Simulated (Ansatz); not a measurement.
A relaxation computed with Ansatz, from input to last step.

```yaml
crystal:
  lattice:
    - [-1.4181380988, 1.4181380988, 1.3413609966]
    - [1.4181380988, -1.4181380988, 1.3413609966]
    - [1.4181380988, 1.4181380988, -1.3413609966]
  atoms:
    - { symbol: Cu, position: [0.0, 0.0, 0.0] }
basis:
  ecutwfc: 500
kpoints:
  mp_grid: { grid: [20, 20, 20] }
hamiltonian:
  xc: r2scan
scf:
  occupations: { method: gaussian, width: 0.1 }
output:
  forces: true
  stress: true
  eigenvalues: true
relax:
  adjacent_minimum: "off"
  f_tol: 0.01
  max_steps: 30
  cell: { stress_tol: 0.1, fix: [volume] }
```

```bash
ansatz run input.yaml --threads 1 --pin off --max-ram 2560MiB --backend cpu --events-out ev --progress --plain --runs-dir out
```

All numbers below come from DFT r2SCAN, scalar-relativistic, plane waves, PAW (Ansatz 0.2.0).

The volume is held at 0.94 times that of the relaxed cell.

Of 4 frames 3 are shown, positions in Å and forces in eV/Å; the SCF threshold varies from step to step. Steps run on the plane waves of an earlier cell, with a Pulay correction in the pressure. The basis is chosen afresh for the last frame, the zero of the energies, and at times for earlier ones too; energy and pressure step there, also at an unchanged geometry.

```xyz
1
Lattice="-1.4181 1.4181 1.3414 1.4181 -1.4181 1.3414 1.4181 1.4181 -1.3414" Properties=species:S:1:pos:R:3:forces:R:3 pbc="T T T" step=1 free_energy_over_end_meV_per_atom=0.07 pressure_GPa=11.67
Cu    0.0000    0.0000    0.0000    0.0000    0.0000    0.0000
1
Lattice="-1.4177 1.4177 1.3422 1.4177 -1.4177 1.3422 1.4177 1.4177 -1.3422" Properties=species:S:1:pos:R:3:forces:R:3 pbc="T T T" step=2 free_energy_over_end_meV_per_atom=0.06 pressure_GPa=11.67
Cu    0.0000    0.0000    0.0000    0.0000    0.0000    0.0000
1
Lattice="-1.4139 1.4139 1.3494 1.4139 -1.4139 1.3494 1.4139 1.4139 -1.3494" Properties=species:S:1:pos:R:3:forces:R:3 pbc="T T T" step=4 free_energy_over_end_meV_per_atom=0.00 pressure_GPa=11.63
Cu    0.0000    0.0000    0.0000    0.0000    0.0000    0.0000
```

The run took 21 s on 1 thread of Intel(R) Xeon(R) 6975P-C (Granite Rapids), with other jobs on the host, peak memory 0.5 GiB.